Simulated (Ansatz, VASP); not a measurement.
**PbO: VASP beside Ansatz**

File POSCAR:

```
PbO
1.0
    0.0000000000      2.7705044058      2.7705044058
    2.7705044058      0.0000000000      2.7705044058
    2.7705044058      2.7705044058      0.0000000000
Pb O
1 1
Direct
    0.0000000000      0.0000000000      0.0000000000
    0.2500000000      0.2500000000      0.2500000000
```

INCAR.step1

```
  PREC = Accurate
  ENCUT = 520
  ISMEAR = 0
  SIGMA = 0.01
  LREAL = F
  LASPH = T
  NELM = 60
  NBANDS = 17
  GGA = PE
  ALGO = Normal
  EDIFF = 1E-4
  LWAVE = T
  LCHARG = F
```

INCAR.step2

```
  PREC = Accurate
  ENCUT = 520
  EDIFF = 1E-7
  ISMEAR = 0
  SIGMA = 0.01
  LREAL = F
  LASPH = T
  NELM = 60
  ALGO = Normal
  ISIF = 2
  LWAVE = F
  LCHARG = T
  METAGGA = R2SCAN
  LMIXTAU = T
  LELF = T
  LVHAR = T
  NBANDS = 17
  ISTART = 1
```

File KPOINTS:

```
regular mesh
0
Gamma
  6 6 6
```

Input for Ansatz:

```yaml
crystal:
  lattice:
    - [0.0, 2.7705044058, 2.7705044058]
    - [2.7705044058, 0.0, 2.7705044058]
    - [2.7705044058, 2.7705044058, 0.0]
  atoms:
    - { symbol: Pb, position: [0.0, 0.0, 0.0] }
    - { symbol: O, position: [0.25, 0.25, 0.25] }
kpoints:
  mp_grid: { grid: [6, 6, 6] }
hamiltonian:
  xc: r2scan
scf:
  occupations: { method: fixed }
  n_extra_bands: 4
output:
  forces: true
  stress: true
  eigenvalues: true
```

Alike in both runs: task single point; functional r2SCAN; k mesh 6 × 6 × 6; no spin polarisation.

|  | VASP | Ansatz |
| --- | --- | --- |
| version | VASP 6.6.1 | Ansatz 0.2.0 |
| potentials or method | VASP PAW PBE potentials, release 64 (Pb_d, O) | plane waves, PAW |
| plane-wave cutoff (eV) | 520 | 500 |
| occupations | gaussian, width 0.01 eV | fixed |
| valence electrons in the cell | 20 | 20 |

|  | VASP | Ansatz | Ansatz less VASP |
| --- | --- | --- | --- |
| gap on the k mesh at the Fermi level (eV) | 0.56 | 0.57 | +0.010 |
| pressure (GPa) | 2.6 | 2.3 | -0.33 |

Caveats: the PAW data sets were made with another functional, which shifts forces and pressure a little (VASP); spin-orbit coupling is left out, which as a rule narrows the gap of such compounds by several tenths of an eV. A k mesh can miss the band edges. r2SCAN opens gaps a little over a GGA but as a rule still falls short of measured ones.
